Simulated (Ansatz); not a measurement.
**TiAl3 (Pm-3m): equation of state with a fit, by script**

Where is the equilibrium volume of TiAl3 (Pm-3m), and how stiff is it? A script is to give an equation of state with a fit; the system is TiAl3 (Pm-3m).

Program: the Python package of Ansatz 0.2.0. Level of theory: DFT PBE, plane waves, norm-conserving potentials. These are calculated values, not measurements.

### Step 1. The system

The structure is cubic, space group Pm-3m (No. 221). Conventional cell: a = 3.956 Å, b = 3.956 Å, c = 3.956 Å, α = 90.00°, β = 90.00°, γ = 90.00°. Ti (site symmetry m-3m) is surrounded by 12 Al at 2.80 Å. Al (site symmetry 4/mmm) is surrounded by 4 Ti at 2.80 Å and 8 Al at 2.80 Å.

No structure file is read: the coordinates are typed or built in the script.

### Step 2. The code

tial3.py reads:

```python
'''Bulk modulus of TiAl3 from an E(V) curve.'''

import warnings

import ansatz as az
import numpy as np
from scipy.optimize import curve_fit

VECTORS = np.array([
    [3.955671, 0.0, 0.0],
    [0.0, 3.955671, 0.0],
    [0.0, 0.0, 3.955671],
])
SITES = [
    ('Ti', (0.0, 0.0, 0.0)),
    ('Al', (0.5, 0.5, 0.0)),
    ('Al', (0.5, 0.0, 0.5)),
    ('Al', (0.0, 0.5, 0.5)),
]


def crystal_on(cell):
    crystal = az.Crystal(lattice=az.Lattice.of(cell))
    for symbol, position in SITES:
        crystal = crystal.atom(symbol, position)
    return crystal

def vinet(v, e0, v0, b0, b1):
    eta = (v / v0) ** (1 / 3)
    return e0 + 2 * b0 * v0 / (b1 - 1) ** 2 * (2 - (5 + 3 * b1 * (eta - 1) - 3 * eta) * np.exp(-1.5 * (b1 - 1) * (eta - 1)))

warnings.simplefilter('ignore', az.DeckWarning)

# scale the volume, keep shape and fractions
volumes, energies, pressures = [], [], []
for scale in np.linspace(0.94, 1.06, 7):
    cell = VECTORS * scale ** (1 / 3)
    setup = (
        crystal_on(cell).calculation()
        .functional(az.Functional.PBE)
        .pseudopotentials('nc')
        .occupations('Fermi-Dirac', width=0.05)
        .scf(tolerance=1e-08)
        .kpoints(6, 6, 6)
        .stress()
    )
    report = setup.run().report
    volumes.append(abs(np.linalg.det(cell)) / len(SITES))
    energies.append(report['free_energy_ev'] / len(SITES))
    pressures.append(np.trace(report['stress_gpa']) / 3)
    print(f'V = {volumes[-1]:8.4f} A^3/atom  F = {energies[-1]:.5f} eV/atom  P = {pressures[-1]:8.3f} GPa')

guess = (min(energies), volumes[int(np.argmin(energies))], 0.5, 4.5)
(e0, v0, b0, b1), _ = curve_fit(vinet, np.array(volumes), np.array(energies), p0=guess, maxfev=20000)
print(f'Vinet fit: V0 = {v0:.4f} A^3/atom, B0 = {160.21766 * b0:.1f} GPa, B1 = {b1:.2f}')
print('largest residual', round(1000 * float(np.abs(vinet(np.array(volumes), e0, v0, b0, b1) - energies).max()), 3), 'meV/atom')
```

### Step 3. The calls as engine input

The engine receives this input (first run):

```yaml
crystal:
  lattice:
    - [3.8749203622489943, 0.0, 0.0]
    - [0.0, 3.8749203622489943, 0.0]
    - [0.0, 0.0, 3.8749203622489943]
  atoms:
    - { symbol: Ti, position: [0.0, 0.0, 0.0] }
    - { symbol: Al, position: [0.5, 0.5, 0.0] }
    - { symbol: Al, position: [0.5, 0.0, 0.5] }
    - { symbol: Al, position: [0.0, 0.5, 0.5] }
kpoints:
  mp_grid:
    grid: [6, 6, 6]
hamiltonian:
  xc: pbe
  pseudopotentials:
    kind: nc
scf:
  convergence:
    dr2_threshold: 1.0e-08
  occupations:
    method: fermi_dirac
    width: 0.05
output:
  stress: true
```

### Step 4. Running it

On the command line:

```
$ python tial3.py
```

What it wrote:

```text
V =  14.5455 A^3/atom  F = -530.38666 eV/atom  P =    9.958 GPa
V =  14.8550 A^3/atom  F = -530.40303 eV/atom  P =    7.048 GPa
V =  15.1644 A^3/atom  F = -530.41406 eV/atom  P =    4.413 GPa
V =  15.4739 A^3/atom  F = -530.42024 eV/atom  P =    2.027 GPa
V =  15.7834 A^3/atom  F = -530.42203 eV/atom  P =   -0.133 GPa
V =  16.0929 A^3/atom  F = -530.41986 eV/atom  P =   -2.089 GPa
V =  16.4024 A^3/atom  F = -530.41408 eV/atom  P =   -3.860 GPa
Vinet fit: V0 = 15.7634 A^3/atom, B0 = 105.3 GPa, B1 = 4.06
largest residual 0.0 meV/atom
```

Run time: 25 s. Hardware: 1 thread, shared host.

### Step 5. What changed from run to run

The engine's inputs for some of the other runs:

Run 3, against run 1:

```diff
@@ -3,3 +3,3 @@
-    - [3.8749203622489943, 0.0, 0.0]
-    - [0.0, 3.8749203622489943, 0.0]
-    - [0.0, 0.0, 3.8749203622489943]
+    - [3.9291220725486102, 0.0, 0.0]
+    - [0.0, 3.9291220725486102, 0.0]
+    - [0.0, 0.0, 3.9291220725486102]
```

Run 5, against run 1:

```diff
@@ -3,3 +3,3 @@
-    - [3.8749203622489943, 0.0, 0.0]
-    - [0.0, 3.8749203622489943, 0.0]
-    - [0.0, 0.0, 3.8749203622489943]
+    - [3.981868260148362, 0.0, 0.0]
+    - [0.0, 3.981868260148362, 0.0]
+    - [0.0, 0.0, 3.981868260148362]
```

Run 7, against run 1:

```diff
@@ -3,3 +3,3 @@
-    - [3.8749203622489943, 0.0, 0.0]
-    - [0.0, 3.8749203622489943, 0.0]
-    - [0.0, 0.0, 3.8749203622489943]
+    - [4.033252872883711, 0.0, 0.0]
+    - [0.0, 4.033252872883711, 0.0]
+    - [0.0, 0.0, 4.033252872883711]
```

Lines on the test bed's own set-up are left out of the output.

### Step 6. What each run gave

One row for each of the 7 runs:

```csv
run,volume (Å³/atom),energy from run 5 (meV/atom),pressure (GPa),SCF cycles,CPU time (s)
1,14.545,35.38,9.96,8,3
2,14.855,19.00,7.05,8,3
3,15.164,7.98,4.41,8,3.1
4,15.474,1.79,2.03,8,3.4
5,15.783,0.00,-0.13,9,3.6
6,16.093,2.18,-2.09,9,3.8
7,16.402,7.95,-3.86,8,3.5
```

Energies are free energies F = E - TS of the smeared occupations. 

### Step 7. What came out

| quantity | value |
| --- | --- |
| runs compared | 7 |
| range of energy | 35.38 meV/atom |
| lowest point, volume (Å³/atom) | 15.783 |
| equilibrium volume (fit) | 15.76 Å³/atom |
| bulk modulus (fit) | 105 GPa |

What this shows: A third-order Birch-Murnaghan fit through the 7 points (the script's own form differs a little) has its minimum at 15.76 Å³ an atom, 1.9 % above the typed cell, with a bulk modulus of 105 GPa and dB/dP = 4.0. From that minimum the energy rises by 35.4 meV an atom on the compressed side and 8.0 meV on the expanded side. Notes:
- The run is spin-unpolarised.
- For a metal this k-point mesh is coarse: on a finer one energies can move by several to tens of meV an atom and pressures by half a GPa or more, differences at one mesh by less.
- The program warned that this SCF threshold is loose for forces or stresses.
- Pressure is positive in compression.
- This cell is a computed structure, which may not be the phase found in nature.
